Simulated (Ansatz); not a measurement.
# Ti3Al under changes of volume

One of the cells (16.877 Å³/atom); the others are scaled copies at fixed shape and fractional positions:

```
Ti Al
1.0
     0.00000    3.23178    3.23178
     3.23178    0.00000    3.23178
     3.23178    3.23178    0.00000
Ti Al
3 1
Direct
  0.00000 0.00000 0.00000
  0.25000 0.25000 0.25000
  0.75000 0.75000 0.75000
  0.50000 0.50000 0.50000
```

The cell comes from a database or a generator and needn't be the stable form of this composition.

| Property | Result |
| --- | --- |
| Program | Ansatz 0.2.0 |
| Functional | PBEsol |
| Potentials or basis | all-electron LAPW, scalar-relativistic |
| Cutoff | 235 eV (chosen from the basis error) |
| Basis error allowed | 0.001 eV/atom |
| k mesh | 7 × 7 × 7 |
| Occupations | fermi-dirac, width 0.05 eV |
| Spin | no spin polarisation |

```tsv
volume (Å³/atom)	energy over the lowest point (meV/atom)	pressure (GPa)
15.864	1.80	2.3
16.202	0.00	-0.3
16.539	3.42	-2.7
16.877	?	?
17.215	23.94	-6.7
17.552	40.20	-8.5
17.890	59.96	-10.1
```

Q: What does the run at 16.877 Å³/atom give?

A: Energy over the lowest point 11.54 meV/atom; pressure -4.8 GPa.

Worked out: A Birch-Murnaghan fit of order 3 (a polynomial in V^(-2/3)) to the other rows has its minimum at 16.14 Å³/atom with B0 = V·E''(V) = 120 GPa and B' = 3.8. It gives 11.54 meV/atom at 16.877 Å³/atom, against the run's 11.54, and -dE/dV = -4.9 GPa, against -4.8.

Energies are extrapolated to zero smearing.
